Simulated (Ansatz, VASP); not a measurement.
# H4C5 (C wire along [100], 25 atoms a period, H-terminated) in two plane-wave programs

One calculation is typed for both programs; each brings its own data sets. How far apart do they land? The structure shown is the start of the Ansatz relaxation below; VASP solves that cell, so the two are compared at the walk's first step.

Main program and level: Ansatz 0.2.0; plane waves, with VASP 6.6.1 beside it; single point at PBE.

### 1. Starting point

The cell holds 45 atoms: 25 C and 20 H. Cell: a = 15.233 Å, b = 15.233 Å, c = 3.570 Å, α = 90.0°, β = 90.0°, γ = 90.0°. Vacuum lies along a and b. The structure's axis is c.

### 2. Ansatz: relaxation, PBE

Ansatz runs on its PAW soft_1 files.

The two programs are compared at the cell with which this relaxation starts, whose forces are those of its first step.

input.yaml reads:

```yaml
crystal:
  lattice:
    - [15.233, 0.0, 0.0]
    - [0.0, 15.233, 0.0]
    - [0.0, 0.0, 3.57]
  atoms:
    - { symbol: C, position: [0.382828878, 0.500008685, 0.0] }
    - { symbol: C, position: [0.500008685, 0.382828878, 0.0] }
    - { symbol: C, position: [0.500008685, 0.617188492, 0.0] }
    - { symbol: C, position: [0.617188492, 0.500008685, 0.0] }
    - { symbol: H, position: [0.281789536, 0.398969343, 0.068870504] }
    - { symbol: H, position: [0.398969343, 0.281789536, 0.068870504] }
    - { symbol: H, position: [0.601048028, 0.718227835, 0.068870504] }
    - { symbol: H, position: [0.718227835, 0.601048028, 0.068870504] }
    - { symbol: C, position: [0.324238975, 0.441418782, 0.25] }
    - { symbol: C, position: [0.441418782, 0.324238975, 0.25] }
    - { symbol: C, position: [0.441418782, 0.558598589, 0.25] }
    - { symbol: C, position: [0.558598589, 0.441418782, 0.25] }
    - { symbol: C, position: [0.558598589, 0.675778396, 0.25] }
    - { symbol: C, position: [0.675778396, 0.558598589, 0.25] }
    - { symbol: H, position: [0.223199632, 0.542458124, 0.318870504] }
    - { symbol: H, position: [0.340379439, 0.659637931, 0.318870504] }
    - { symbol: H, position: [0.457559246, 0.776817738, 0.318870504] }
    - { symbol: H, position: [0.542458124, 0.223199632, 0.318870504] }
    - { symbol: H, position: [0.659637931, 0.340379439, 0.318870504] }
    - { symbol: H, position: [0.776817738, 0.457559246, 0.318870504] }
    - { symbol: C, position: [0.265649071, 0.500008685, 0.5] }
    - { symbol: C, position: [0.382828878, 0.382828878, 0.5] }
    - { symbol: C, position: [0.382828878, 0.617188492, 0.5] }
    - { symbol: C, position: [0.500008685, 0.265649071, 0.5] }
    - { symbol: C, position: [0.500008685, 0.500008685, 0.5] }
    - { symbol: C, position: [0.500008685, 0.734368299, 0.5] }
    - { symbol: C, position: [0.617188492, 0.382828878, 0.5] }
    - { symbol: C, position: [0.617188492, 0.617188492, 0.5] }
    - { symbol: C, position: [0.734368299, 0.500008685, 0.5] }
    - { symbol: H, position: [0.223199632, 0.457559246, 0.681129496] }
    - { symbol: H, position: [0.340379439, 0.340379439, 0.681129496] }
    - { symbol: H, position: [0.457559246, 0.223199632, 0.681129496] }
    - { symbol: H, position: [0.542458124, 0.776817738, 0.681129496] }
    - { symbol: H, position: [0.659637931, 0.659637931, 0.681129496] }
    - { symbol: H, position: [0.776817738, 0.542458124, 0.681129496] }
    - { symbol: C, position: [0.324238975, 0.558598589, 0.75] }
    - { symbol: C, position: [0.441418782, 0.441418782, 0.75] }
    - { symbol: C, position: [0.441418782, 0.675778396, 0.75] }
    - { symbol: C, position: [0.558598589, 0.324238975, 0.75] }
    - { symbol: C, position: [0.558598589, 0.558598589, 0.75] }
    - { symbol: C, position: [0.675778396, 0.441418782, 0.75] }
    - { symbol: H, position: [0.281789536, 0.601048028, 0.931129496] }
    - { symbol: H, position: [0.398969343, 0.718227835, 0.931129496] }
    - { symbol: H, position: [0.601048028, 0.281789536, 0.931129496] }
    - { symbol: H, position: [0.718227835, 0.398969343, 0.931129496] }
kpoints:
  mp_grid: { grid: [1, 1, 23] }
scf:
  occupations: { method: fermi_dirac, width: 0.05 }
hamiltonian:
  xc: pbe
  pseudopotentials: { kind: paw, azcp: { folder: soft_1 } }
relax:
  cell: { fix: [a, b, alpha, beta, gamma] }
  max_steps: 45
  f_tol: 0.03
```

The run is started by

```sh
$ ansatz run input.yaml --threads 8 --pin off --max-ram 16384MiB --backend cpu --events-out ev --progress --plain --runs-dir out
```

Numbers of over 12 decimals in the logs are rounded to 6 here.

Log:

```text
Engine: ansatz 0.2.0, x86_64-unknown-linux-gnu
Pseudopotentials: kind: paw
Pseudopotential: C, paw, valence charge 4, recommended cutoff 420 eV (normal), soft_1/C.paw.azcp
Pseudopotential: H, paw, valence charge 1, recommended cutoff 420 eV (normal), soft_1/H.paw.azcp
Functional definition: PBE
  parameter kappa = 0.804
  parameter beta = 0.066725
  exchange = pbe_x(kappa = kappa, mu = beta*pi^2/3)
  correlation = pbe_c(beta = beta)
Crystal: 45 atoms, lattice volume = 828.398 Å³
Basis set: ecut = 420 eV, 16043 PW (Γ), exchange–correlation on 216×216×48 points (8 copies of the dense FFT grid, shifted against one another)
Bands: 105, of which v1, the nominal top of the filled ones, is band 60 counted from 1 (59 counted from 0)
Symmetry: 8 space group operations
Space group: P-42m (ITA 111), of the structure as read, at distance tolerance 9.4e-5 Å
k-points: 12 of 23
Non-local potential: C, projectors of the file, l = 0: 2, l = 1: 2, l = 2: 1
Non-local potential: H, projectors of the file, l = 0: 2, l = 1: 1
PAW form: soft (Blöchl's): semilocal exchange-correlation on the pseudo side does not see the compensation charge
PAW one-centre angular grid: C, 110 points (default); XC on 64 Gauss nodes
PAW one-centre angular grid: H, 110 points (default); XC on 64 Gauss nodes
Initial density: superposition of atomic densities (neutral atoms: chi_scale 0, normalization atom)
Initial wavefunctions: pseudopotential atomic-orbital guess
Functional: x = pbe(κ = 0.804, μ = 0.219515), c = pbe(β = 0.066725)
SCF iter   1: F=—  HF=-6610.548797 eV  |F-HF|=—  |Δ(HF+E_count)|=         —  Δρ=7.66e-2  dr2=5.33e1  ethr=3.10e-3  ⟨swp⟩=7.6  Hψ=6808  notcnv=0  defer=230
preconditioner: auto → Resta (q_TF=auto, 1.977 Å⁻¹)  ε∞=1.7  [insulator: Δε(μ)=6.636 eV  Ē_g=17.023 eV  σ=0.050 eV  W_gap=1.00  n_scr=94 (ndim 8)  ℏωp=14.1 eV  f_vac=0.606  D(μ)=0.00/eV (n_scr^D=0)  ε∞_Penn≈1.7  vacuum switching on, ρ_ref=2.1e-2 e/Å³]
SCF iter   2: F=—  HF=-6594.116415 eV  |F-HF|=—  |Δ(HF+E_count)|=    1.64e1  Δρ=3.50e-2  dr2=6.63e0  ethr=3.10e-3  ⟨swp⟩=4.5  Hψ=2869  notcnv=0  defer=476
SCF iter   3: F=—  HF=-6592.349883 eV  |F-HF|=—  |Δ(HF+E_count)|=    1.77e0  Δρ=9.25e-3  dr2=7.76e-1  ethr=3.10e-3  ⟨swp⟩=3.0  Hψ=1362  notcnv=0  defer=476
SCF iter   4: F=—  HF=-6592.224028 eV  |F-HF|=—  |Δ(HF+E_count)|=   1.26e-1  Δρ=2.45e-3  dr2=1.04e-1  ethr=6.46e-4  ⟨swp⟩=3.3  Hψ=2253  notcnv=0  defer=476
SCF iter   5: F=—  HF=-6592.208002 eV  |F-HF|=—  |Δ(HF+E_count)|=   1.60e-2  Δρ=8.67e-4  dr2=3.45e-3  ethr=8.69e-5  ⟨swp⟩=2.0  Hψ=1321  notcnv=0  defer=476
SCF iter   6: F=—  HF=-6592.210589 eV  |F-HF|=—  |Δ(HF+E_count)|=   2.59e-3  Δρ=2.21e-4  dr2=1.71e-4  ethr=2.88e-6  ⟨swp⟩=2.0  Hψ=1488  notcnv=0  defer=476
SCF iter   7: F=—  HF=-6592.210885 eV  |F-HF|=—  |Δ(HF+E_count)|=   2.96e-4  Δρ=5.48e-5  dr2=2.38e-5  ethr=1.43e-7  ⟨swp⟩=2.0  Hψ=1504  notcnv=0  defer=476
SCF iter   8: F=—  HF=-6592.211464 eV  |F-HF|=—  |Δ(HF+E_count)|=   5.78e-4  Δρ=1.18e-5  dr2=6.11e-7  ethr=1.98e-8  ⟨swp⟩=2.0  Hψ=1916  notcnv=0  defer=476
SCF iter   9: F=-6592.211464 eV  HF=-6592.211464 eV  |F-HF|=5.60e-10  |Δ(HF+E_count)|=   6.57e-7  Δρ=2.25e-6  dr2=3.55e-8  ethr=8.33e-11  ⟨swp⟩=5.0  Hψ=3982  notcnv=0
SCF 1 converged in 9 iterations: F = -6592.211464 eV  dr2 = 3.55e-8
  greatest PAW one-centre occupation: 0.649 electrons in one spin orbital (limit 2), on the C atom at site 23 (counted from 0), in its partial waves of l = 0
relax step   1: F+E_penalty+E_count = -6592.21146418 eV  Δ(F+E_penalty+E_count) = +0.000e0 eV  max|allowed force component| = 7.015e-1 eV/Å  Δτ_max = 0.0000 Å  P = -0.187 GPa  Ω = 828.398 Å³  fix = [a, b, alpha, beta, gamma]  reactions: a -0.846, b -0.846 GPa  (9 SCF iters, dr2 threshold 1.00e-7 eV, accepted)
Crystal: 45 atoms, lattice volume = 859.259 Å³
Basis set: ecut = 420 eV, 16837 PW (Γ), exchange–correlation on 216×216×48 points (8 copies of the dense FFT grid, shifted against one another)
Initial density: handed on by an earlier stage of this run
Initial wavefunctions: those handed on with the density
iter 1 solved again at ethr=4.42e-4 eV; its pass at ethr=3.10e-3 eV (dr2=5.30e-1 eV) is discarded
SCF iter   1: F=—  HF=-6592.799869 eV  |F-HF|=—  |Δ(HF+E_count)|=         —  Δρ=1.17e-2  dr2=5.53e-1  ethr=4.42e-4  ⟨swp⟩=6.3  Hψ=6878  notcnv=0  defer=4
preconditioner: auto → Resta (q_TF=auto, 1.965 Å⁻¹)  ε∞=1.9  [insulator: Δε(μ)=3.145 eV  Ē_g=14.712 eV  σ=0.050 eV  W_gap=1.00  n_scr=110 (ndim 8)  ℏωp=13.9 eV  f_vac=0.660  D(μ)=0.00/eV (n_scr^D=0)  ε∞_Penn≈1.9  vacuum switching on, ρ_ref=1.6e-2 e/Å³]
SCF iter   2: F=—  HF=-6592.742819 eV  |F-HF|=—  |Δ(HF+E_count)|=   5.71e-2  Δρ=5.36e-3  dr2=8.97e-2  ethr=4.42e-4  ⟨swp⟩=2.6  Hψ=2110  notcnv=0  defer=152
SCF iter   3: F=—  HF=-6592.756585 eV  |F-HF|=—  |Δ(HF+E_count)|=   1.38e-2  Δρ=1.46e-3  dr2=8.26e-3  ethr=7.47e-5  ⟨swp⟩=2.7  Hψ=2001  notcnv=0  defer=234
[...]
SCF iter   4: F=—  HF=-6592.906651 eV  |F-HF|=—  |Δ(HF+E_count)|=   7.92e-5  Δρ=4.02e-7  dr2=9.06e-10  ethr=4.78e-12  ⟨swp⟩=3.4  Hψ=2177  notcnv=0  defer=3
SCF iter   5: F=-6592.906652 eV  HF=-6592.906652 eV  |F-HF|=2.72e-8  |Δ(HF+E_count)|=   1.83e-6  Δρ=9.33e-8  dr2=1.67e-10  ethr=1.00e-12  ⟨swp⟩=5.3  Hψ=3818  notcnv=0
[...]
SCF converged after 5 iterations
Free energy (F): -6592.906652 eV
Harris-Foulkes:  -6592.906652 eV  (|F-HF|=2.72e-8)
Internal energy: -6592.906652 eV  (E = F + TS)
E sigma→0 (E₀):  -6592.906652 eV
Fermi energy:    0.369129 eV
--- Per-component energies (eV) ---
  E_band       = -1027.083945
  E_kinetic    = 2511.902383
  E_local      = -46202.067626  (includes V_loc(G=0)·N_el)
  E_nonlocal   = 586.289914
  E_hartree    = 21992.250492
  E_xc         = -1368.251430
  E_vxc        = -1698.220565  (∫ρ·V_xc dr)
  E_paw        = -2512.682401  (= ΣΔE_a)
  E_vpaw       = -209.466954  (= ΣTr[D̂ρ^β])
  E_aug_tail   = -0.021761  (compensation charges beyond the density's cutoff)
  E_ewald      = 18399.673777
  E_smearing   = -0.000000  (= −TS)
  E_closure    = 0.000000  (closes the sum)
  Σ components = -6592.906652   (vs F -6592.906652, Δ=0.00e0)
--- Forces (eV/Å), atoms counted from 1 ---
  atom   1  C      0.00047249     0.00000000     0.00000000
  atom   2  C      0.00000000     0.00047249     0.00000000
  atom   3  C      0.00000000    -0.00047249     0.00000000
  atom   4  C     -0.00047249     0.00000000     0.00000000
  atom   5  H      0.00016788     0.00014211     0.00050721
  atom   6  H      0.00014211     0.00016788     0.00050721
  atom   7  H     -0.00014211    -0.00016788     0.00050721
  atom   8  H     -0.00016788    -0.00014211     0.00050721
  atom   9  C     -0.00007078     0.00060388    -0.00004575
  atom  10  C      0.00060388    -0.00007078    -0.00004575
  atom  11  C      0.00145777    -0.00145777     0.00299966
  atom  12  C     -0.00145777     0.00145777     0.00299966
  atom  13  C     -0.00060388     0.00007078    -0.00004575
  atom  14  C      0.00007078    -0.00060388    -0.00004575
  atom  15  H      0.00033272    -0.00082002    -0.00025561
  atom  16  H     -0.00022089     0.00022089     0.00048616
  atom  17  H      0.00082002    -0.00033272    -0.00025561
  atom  18  H     -0.00082002     0.00033272    -0.00025561
  atom  19  H      0.00022089    -0.00022089     0.00048616
  atom  20  H     -0.00033272     0.00082002    -0.00025561
  atom  21  C     -0.00038137     0.00000000     0.00000000
  atom  22  C     -0.00109883    -0.00109883     0.00051135
  atom  23  C     -0.00109883     0.00109883    -0.00051135
  atom  24  C     -0.00000000    -0.00038137     0.00000000
[...]
atom  38  C      0.00060388     0.00007078     0.00004575
  atom  39  C     -0.00060388    -0.00007078     0.00004575
  atom  40  C     -0.00145777    -0.00145777    -0.00299966
  atom  41  C      0.00007078     0.00060388     0.00004575
  atom  42  H      0.00016788    -0.00014211    -0.00050721
  atom  43  H      0.00014211    -0.00016788    -0.00050721
  atom  44  H     -0.00014211     0.00016788    -0.00050721
  atom  45  H     -0.00016788     0.00014211    -0.00050721
  max |Σ_I F_I| component: 5.42e-19 eV/Å
--- Stress (GPa, compression-positive) ---
       -0.002534       0.000000       0.000000
        0.000000      -0.002534       0.000000
        0.000000       0.000000       0.002751
  P = ⅓ Tr σ = -0.0008 GPa (-0.008 kbar)
--- Relaxed structure (6 steps of the walk, 6 accepted, 2 SCFs on fresh bases) ---
  F+E_penalty+E_count = -6592.90665242 eV   max|allowed force component| = 3.000e-3 eV/Å   (the final SCF, on the basis selected at the relaxed cell)
  cell:  # Å, volume = 851.7394 Å³
    - [15.233, 0.0, 0.0]
    - [0.0, 15.233, 0]
    - [0.0, 0, 3.670590]
  atoms:
    - { symbol: C, position: [0.381899, 0.500009, -6.445148302045794e-19] }
    - { symbol: C, position: [0.500009, 0.381899, -6.445148302045794e-19] }
    - { symbol: C, position: [0.500009, 0.618119, -6.445148302045794e-19] }
    - { symbol: C, position: [0.618119, 0.500009, -6.445148302045794e-19] }
    - { symbol: H, position: [0.282453, 0.399108, 0.095138] }
    - { symbol: H, position: [0.399108, 0.282453, 0.095138] }
    - { symbol: H, position: [0.600909, 0.717564, 0.095138] }
    - { symbol: H, position: [0.717564, 0.600909, 0.095138] }
    - { symbol: C, position: [0.324884, 0.442669, 0.256420] }
    - { symbol: C, position: [0.442669, 0.324884, 0.256420] }
    - { symbol: C, position: [0.441034, 0.558984, 0.248179] }
    - { symbol: C, position: [0.558984, 0.441034, 0.248179] }
    - { symbol: C, position: [0.557348, 0.675133, 0.256420] }
    - { symbol: C, position: [0.675133, 0.557348, 0.256420] }
    - { symbol: H, position: [0.223134, 0.541758, 0.335770] }
    - { symbol: H, position: [0.340996, 0.659022, 0.346793] }
    - { symbol: H, position: [0.458259, 0.776883, 0.335770] }
    - { symbol: H, position: [0.541758, 0.223134, 0.335770] }
    - { symbol: H, position: [0.659022, 0.340996, 0.346793] }
    - { symbol: H, position: [0.776883, 0.458259, 0.335770] }
    - { symbol: C, position: [0.266804, 0.500009, 0.5] }
    - { symbol: C, position: [0.384170, 0.384170, 0.492805] }
    - { symbol: C, position: [0.384170, 0.615848, 0.507195] }
    - { symbol: C, position: [0.500009, 0.266804, 0.5] }
    - { symbol: C, position: [0.500009, 0.500009, 0.5] }
    - { symbol: C, position: [0.500009, 0.733213, 0.5] }
    - { symbol: C, position: [0.615848, 0.384170, 0.507195] }
    - { symbol: C, position: [0.615848, 0.615848, 0.492805] }
    - { symbol: C, position: [0.733213, 0.500009, 0.5] }
    - { symbol: H, position: [0.223134, 0.458259, 0.664230] }
    - { symbol: H, position: [0.340996, 0.340996, 0.653207] }
    - { symbol: H, position: [0.458259, 0.223134, 0.664230] }
    - { symbol: H, position: [0.541758, 0.776883, 0.664230] }
    - { symbol: H, position: [0.659022, 0.659022, 0.653207] }
    - { symbol: H, position: [0.776883, 0.541758, 0.664230] }
    - { symbol: C, position: [0.324884, 0.557348, 0.743580] }
    - { symbol: C, position: [0.441034, 0.441034, 0.751821] }
    - { symbol: C, position: [0.442669, 0.675133, 0.743580] }
    - { symbol: C, position: [0.557348, 0.324884, 0.743580] }
    - { symbol: C, position: [0.558984, 0.558984, 0.751821] }
    - { symbol: C, position: [0.675133, 0.442669, 0.743580] }
    - { symbol: H, position: [0.282453, 0.600909, 0.904862] }
    - { symbol: H, position: [0.399108, 0.717564, 0.904862] }
    - { symbol: H, position: [0.600909, 0.282453, 0.904862] }
    - { symbol: H, position: [0.717564, 0.399108, 0.904862] }
```

The column dr2 measures how far the density is from self-consistency, as an energy; F and HF (Harris–Foulkes) agree once it is small.

[end of part 1 of 2]

[Lines on the potential files, build, host, timing and source positions are cut from VASP's logs without a mark.]

[Logs are printed without paths, hosts, clocks, repeated set-up lines and the standing remarks that a program may print on its own settings, such as how far it seeks lower states.]

[Hosts, paths, dates, database ids (printed as entryN), source tags and the programs' standing remarks are cut or masked in the printed files.]
